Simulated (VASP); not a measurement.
Wanted: the native input for a VASP 6.6.1 run.

```
Task                   : relaxation of cell and atoms
Functional             : r2SCAN
Potentials or basis    : VASP PAW PBE potentials, release 64 (Pb_d, Se)
Cutoff                 : 600 eV
k mesh                 : 7 × 7 × 7
Occupations            : gaussian, width 0.05 eV
Spin                   : no spin polarisation
Further INCAR settings : ALGO = Normal; EDIFF = 1e-06; IBRION = 2; EDIFFG = -0.01; NSW = 60; ISIF = 3
```

The structure of PbSe lies in POSCAR:

```
PbSe
1.0
    3.7843220000      0.0000000000      0.0000000000
    0.0000000000      3.7843220000      0.0000000000
    0.0000000000      0.0000000000      3.7843220000
Pb Se
1 1
Direct
    0.0000000000      0.0000000000      0.0000000000
    0.5000000000      0.5000000000      0.5000000000
```

Measurements of this composition are mostly on another form, of space group No. 225.

One way to write it, as run:

INCAR

```
PREC = Accurate ; ENCUT = 600
EDIFF = 1E-6 ; ISMEAR = 0
SIGMA = 0.05 ; LREAL = False
LASPH = True ; NELM = 60
ALGO = Normal ; ISIF = 3
LWAVE = False ; LCHARG = False
METAGGA = R2SCAN ; LMIXTAU = True
IBRION = 2 ; NSW = 60
EDIFFG = -0.01
```

KPOINTS

```
regular mesh
0
Gamma
  7 7 7
```

Potentials or basis: VASP PAW PBE potentials, release 64 (Pb_d, Se).

Launch:

```sh
$ cat potpaw_PBE.64/Pb_d/POTCAR potpaw_PBE.64/Se/POTCAR > POTCAR
$ mpirun -np 1 vasp_std > vasp.out
```

Results of the run:

```
Relaxed volume                         : 26.81 Å³/atom
Relaxed cell                           : a = 3.771 Å, b = 3.771 Å, c = 3.771 Å, α = 90.00°, β = 90.00°, γ = 90.00°
Space group after relaxing (to 0.05 Å) : Pm-3m (No. 221)
Energy gained by relaxing              : 0.5 meV/atom
Ionic steps                            : 3
Pressure after relaxing                : 0.0 GPa
Band gap on the k mesh                 : 0.04 eV, indirect (least direct gap 1.36 eV)
```

Caveat: the PAW data sets were made with another functional, which shifts forces and pressure a little; spin-orbit coupling is left out, which as a rule narrows the gap of such compounds by several tenths of an eV; an odd mesh through Γ misses points on the zone boundary, where band edges often lie.

Run time: 79 s on 1 thread of Intel(R) Xeon(R) 6975P-C (Granite Rapids), on a shared host, peak memory 0.19 GiB.
